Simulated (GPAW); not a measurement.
# Energy mapping worked by hand: 1 ML Cr on Ir(001), 3 substrate layers

Aim: get Heisenberg couplings of 1 ML Cr on Ir(001), 3 substrate layers from the energies of collinear orders, with pencil and paper, and test them on an order left out of the fit.

Main program and level: GPAW 26.7.0; PBE; plane waves with GPAW's PAW setups, scalar-relativistic.

## (1) The starting structure

The cell holds 4 atoms: 3 Ir and 1 Cr. Its edges and angles: a = 2.709 Å, b = 2.709 Å, c = 19.640 Å, α = 90.0°, β = 90.0°, γ = 90.0°. pseudomorphic film on the substrate's lattice, hard-sphere layer spacings, unrelaxed, 14 A of vacuum. Vacuum lies along c.

As a file:

```
Ir Cr
1.0
     2.70907    0.00000    0.00000
     0.00000    2.70907    0.00000
     0.00000    0.00000   19.63986
Ir Cr
3 1
Direct
  0.00000 0.00000 0.35642
  0.50000 0.50000 0.45395
  0.00000 0.00000 0.55149
  0.50000 0.50000 0.64358
```

## (2) The parallel order

All energies count from this run.

File order1.py:

```python
import json
import numpy as np
from ase import Atoms
from ase.parallel import paropen, parprint
from gpaw import GPAW

atoms = Atoms(['Ir', 'Ir', 'Ir', 'Cr'],
    cell=[[2.709068, 0.0, 0.0],
         [0.0, 2.709068, 0.0],
         [0.0, 0.0, 19.639858]],
    scaled_positions=[[0.0, 0.0, 0.356418],
         [0.5, 0.5, 0.453954],
         [0.0, 0.0, 0.551491],
         [0.5, 0.5, 0.643582]],
    pbc=True,
    magmoms=[0.0, 0.0, 0.0, 2.5])
atoms.calc = GPAW(mode={'name': 'pw', 'ecut': 500},
    xc='PBE',
    kpts={'size': (12, 12, 1), 'gamma': True},
    occupations={'name': 'fermi-dirac', 'width': 0.05},
    convergence={'density': 1e-05, 'energy': 1e-05},
    maxiter=250,
    symmetry={'tolerance': 1e-4},
    txt='order1.txt')
e = atoms.get_potential_energy(force_consistent=True)
res = {'free_energy': e, 'energy_sigma0': atoms.get_potential_energy(), 'fermi_energy': atoms.calc.get_fermi_level()}
res['moments'] = atoms.get_magnetic_moments().tolist()
res['total'] = atoms.get_magnetic_moment()
parprint('site moments (muB):', np.round(res['moments'], 3))
parprint(f"total moment: {res['total']:.3f} muB")
parprint(f'free energy: {e:.6f} eV')
atoms.calc.write('order1.gpw')
with paropen('results.json', 'w') as f:
    json.dump(res, f)
```

Run with:

```console
$ OMP_NUM_THREADS=1 mpirun -n 4 gpaw python order1.py > order1.log
```

Numbers of over 12 decimals in the logs are rounded to 6 here.

What it wrote:

```text
site moments (muB): [ 0.03  -0.107 -0.146  3.045]
total moment: 3.486 muB
free energy: -34.816003 eV

--- order1.txt ---
Input parameters:
  mode=PW(ecut=500),
  convergence={'density': 1e-05, 'energy': 1e-05},
  kpts=MonkhorstPack(size=(12, 12, 1), gamma=True),
  maxiter=250,
  occupations=Occupations(name='fermi-dirac', width=0.05),
  symmetry=Symmetry(tolerance=0.0001),
  xc=XC(name='PBE')

[...]
|         22 |         0.816 |     1.000 |         1.693 |     1.000 |
[...]
|         31 |         3.553 |     0.000 |         5.160 |     0.000 |
|         32 |         3.553 |     0.000 |         5.160 |     0.000 |
|         33 |         3.930 |     0.000 |         5.474 |     0.000 |
|        ... |               |           |               |           |
|         36 |         8.746 |     0.000 |         8.991 |     0.000 |

No gap
No difference between direct/indirect transitions

[key lines of the parts left out:]
Free energy:     -34.816003
Converged in 36 steps
dipole moment: (-19.641193, -19.641193, 0.129475)  # |e|*Ang
Fermi level: 2.437
```

Elapsed: 1.7 min, on 4 MPI ranks of Arm Neoverse V1, shared host; peak memory 0.96 GiB.

Spin moment in the augmentation sphere by atom:

| atom | spin moment in the augmentation sphere (μB) |
| --- | --- |
| Ir1 | 0.03 |
| Ir2 | -0.11 |
| Ir3 | -0.15 |
| Cr4 | 3.04 |

Numbers from this step:

```
magnetization : 3.486 μB
final state   : ferromagnetic
```

After 36 cycles the largest moment stands at 3.04 μB.

## (3) The orders used for the fit

The other orders were run with the same settings, on meshes that hold the same points. Free energies (smearing 0.05 eV, its entropy term included) are divided by the number of Cr atoms; q is in fractions of the reciprocal vectors of the first run's cell.

| order | atoms | mesh | free energy (eV) | eV per Cr | largest moment (μB) |
| --- | --- | --- | --- | --- | --- |
| F + | 4 | 12×12×1 | -34.8160 | -34.8160 | 3.04 |
| AF q=(1/2,1/2,0) +- | 8 | 6×12×1 | -70.1749 | -35.0875 | 2.77 |

## (4) Counting neighbours

With E = −Σ J e_i·e_j over ordered pairs of unit vectors, turning a neighbour from parallel to opposed costs 2J a Cr atom. So an order lies 2 Σ n J over the parallel one, n being the opposed neighbours in each shell.

| shell | distance (Å) | neighbours | opposed in AF q=(1/2,1/2,0) +- | opposed in AF q=(0,1/2,0) +- |
| --- | --- | --- | --- | --- |
| J1 | 2.71 | 4 | 4 | 2 |
| J2 | 3.83 | 4 | 0 | 4 |

Only J1 is kept.

## (5) Solving

```
2 × 4 × J1 = -271.46 meV    (AF q=(1/2,1/2,0) +-)
J1 = -33.93 meV
```

## (6) The test

The couplings now give the orders that were left out:

```
2 × 2 × (-33.93) = -135.72 meV    (AF q=(0,1/2,0) +-)
```

The runs themselves:

| order | atoms | mesh | free energy (eV) | eV per Cr | largest moment (μB) | over the parallel order (meV) | foretold (meV) |
| --- | --- | --- | --- | --- | --- | --- | --- |
| AF q=(0,1/2,0) +- | 8 | 12×6×1 | -70.0476 | -35.0238 | 2.85 | -207.79 | -135.72 |

## (7) One more shell

The miss asks for the next shell, which takes one more order into the fit and leaves none for a test.

```
2 × 4 × J1 = -271.46 meV    (AF q=(1/2,1/2,0) +-)
2 × 2 × J1 + 2 × 4 × J2 = -207.79 meV    (AF q=(0,1/2,0) +-)
J1 = -33.93 meV
J2 = -9.01 meV
```

## (8) What came out

| Item | Value |
| --- | --- |
| J1 (Cr–Cr at 2.71 Å) | -33.9 meV |
| largest miss on the orders left out | 72 meV |
| J1 with 2 shells | -33.9 meV |
| J2 with 2 shells | -9.01 meV |

**Reading.** The model misses the order left out by 72 meV, 27 % of the span of the orders, so it holds only roughly. With the next shell added the couplings are J1 = -33.93 and J2 = -9.01 meV, untested. The first dropped shell that the test feels is J2 at 3.83 Å. The site moments spread by 8.9 % over the orders, so moments are not rigid and part of the miss lies outside a spin model. In a metal couplings reach far, and the mesh was not tested. The couplings are effective ones: further shells with opposed neighbours are folded into them or show in the miss. No mean-field temperature is given: it needs a model that holds, an unfrustrated order and couplings in all three dimensions.

[Logs and program files are shortened in this print: banners, set-up blocks, solver, clock and traceback lines can be left out without a mark of their own.]

[Logs are printed without paths, hosts, clocks, repeated set-up lines and the standing remarks that a program may print on its own settings, such as how far it seeks lower states.]

[Hosts, paths, dates, database ids (printed as entryN), source tags and the programs' standing remarks are cut or masked in the printed files.]

[Where a cell is said to come from a database of computed structures, the database is the Materials Project.]
